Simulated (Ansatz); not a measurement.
A series in volume scale on ZrB2

Periodic Kohn-Sham DFT of a crystal at fixed atoms, scaled to volume_scale times the given cell; pressure positive in compression, energy less spherical unpolarised free atoms, largest_vzz the field gradient of largest size among the nuclei. The results are calculated, by Ansatz 0.2.0.

The cell before it is scaled or strained (space group P6/mmm, No. 191):
```
cell vectors (Å)
   3.1650     0.0000     0.0000
  -1.5825     2.7410     0.0000
   0.0000     0.0000     3.5200
atoms (fractions of the cell vectors)
Zr  0.00000  0.00000  0.00000
B   0.33333  0.66667  0.50000
B   0.66667  0.33333  0.50000
```

Settings of every row: method frozen-core PAW; functional PBE; relativity scalar; k mesh 12x12x9; filling fermi-dirac; smearing width 0.05 eV; wave cutoff 420 eV; paw set soft_2.

Atom start moment: 0 on all atoms.

Limits: no gap: field gradients move with the k mesh.

| row | volume scale | V (Å³/atom) | largest V_zz (1e21 V/m^2) | pressure (GPa) |
| --- | --- | --- | --- | --- |
| 1 | 0.94 | 9.568 | 4.536 | 19.728 |
| 2 | 0.96 | 9.772 | 4.514 | 13.378 |
| 3 | 0.98 | 9.975 | 4.489 | 7.621 |
| 4 | 0.99 | 10.077 | 4.475 | 4.947 |
| 5 | 1 | 10.179 | ? | ? |
| 6 | 1.01 | 10.281 | 4.447 | -0.026 |
| 7 | 1.02 | 10.383 | 4.433 | -2.338 |
| 8 | 1.04 | 10.586 | 4.403 | -6.638 |
| 9 | 1.06 | 10.79 | 4.371 | -10.541 |

Question: what largest V_zz and pressure should row 5 give?

Worked fit of largest V_zz. Take t = volume scale − 1. The shown rows have t = -0.06, -0.04, -0.02, -0.01, 0.01, 0.02, 0.04, 0.06. Least squares give largest V_zz = 4.4617 − 1.381 × t − 2.21 × t² 1e21 V/m^2; a straight line predicts inner rows, each left out in turn, worse (root mean square 0.0024 against 0.00062 1e21 V/m^2). The rows lie off it by -0.001, 0.001, 0.001, 0.000, -0.001, 0.000, 0.000, 0.000. The withheld row has t = 0, so the fit gives 4.4617 − 1.381 × (0) − 2.21 × (0)² = 4.462 1e21 V/m^2.

The calculation gave 4.462 1e21 V/m^2. The fit meets it to the printed digit.

Worked fit of pressure. Take u = (V_r/V)^(2/3) − 1 with V_r = 10.179 Å³ an atom, which is twice the finite (Eulerian) strain; such expansions in the strain, on which the Birch-Murnaghan equation of state is built, carry the rest volume and the bulk modulus. The shown rows have u = 0.04213, 0.02758, 0.01359, 0.00674, -0.00663, -0.01314, -0.0258, -0.03812. Least squares give pressure = 2.3983 + 373.399 × u + 896.61 × u² GPa; a straight line predicts inner rows, each left out in turn, worse (root mean square 0.46 against 0.015 GPa). The rows lie off it by 0.007, -0.001, -0.017, -0.009, 0.012, 0.015, 0.001, -0.008 (root mean square 0.01 GPa). The pressure vanishes at u = -0.0065, or V = 10.28 Å³ an atom, and there the bulk modulus at fixed shape and fractions is B = −V dP/dV = (2/3)(1 + u) dP/du = 240 GPa. Letting shape and atoms relax would as a rule lower it, by much in layered, chain or molecular crystals. The withheld row has u = 0, so the fit gives 2.3983 + 373.399 × (0) + 896.61 × (0)² = 2.398 GPa.

The calculation gave 2.4 GPa. The fit lies 0.002 GPa (0.0066 % of the column's range) below it; its largest miss of a shown row is 0.017 GPa.
